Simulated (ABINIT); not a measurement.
# BP: equation of state with PBEsol

**The experiment to reproduce.**

“Equation of state of single-crystal cubic boron phosphide”, 2014, arxiv:1407.1677 reports, for a bulk crystal of BP at 300 K: bulk modulus 179 ± 1 GPa.

BP:

```
CELL_PARAMETERS angstrom
0.00000 2.26900 2.26900
2.26900 0.00000 2.26900
2.26900 2.26900 0.00000
ATOMIC_POSITIONS crystal
P 0.75000 0.75000 0.75000
B 0.00000 0.00000 0.00000
```

```
Program             : ABINIT 10.8.3 (patched build)
Task                : equation of state
Functional          : PBEsol
Potentials or basis : PseudoDojo NC SR PBEsol v0.4.1 standard
Cutoff              : 1034 eV
k mesh              : 10 × 10 × 10
Occupations         : fermi-dirac, width 0.05 eV
Spin                : no spin polarisation
```

```
Equilibrium volume                      : 11.55 Å³/atom
Bulk modulus                            : 169 GPa
Pressure derivative of the bulk modulus : 3.8
```

Energy against volume, from the lowest point:
```
volume (Å³/atom)  energy (meV/atom)
          10.981              15.50
          11.214               4.89
          11.448               0.00
          11.682               0.31
          11.915               5.34
          12.149              14.65
          12.383              27.86
```

It took 110 s on 1 thread of Arm Neoverse V1, on a shared host, peak memory 0.11 GiB.

Against the measured bulk modulus of BP, 179 GPa (300 K; “Equation of state of single-crystal cubic boron phosphide”, 2014, arxiv:1407.1677), the calculated 169 GPa is off by -5.7 %. 3 values of this kind are on record (173 to 179 GPa); this one was drawn at random among those near their median, those with a stated uncertainty first. The fit is for a static lattice scaled at fixed shape and fixed fractional positions.

Caveat: pressures at fixed basis lie under the slope of the energies.
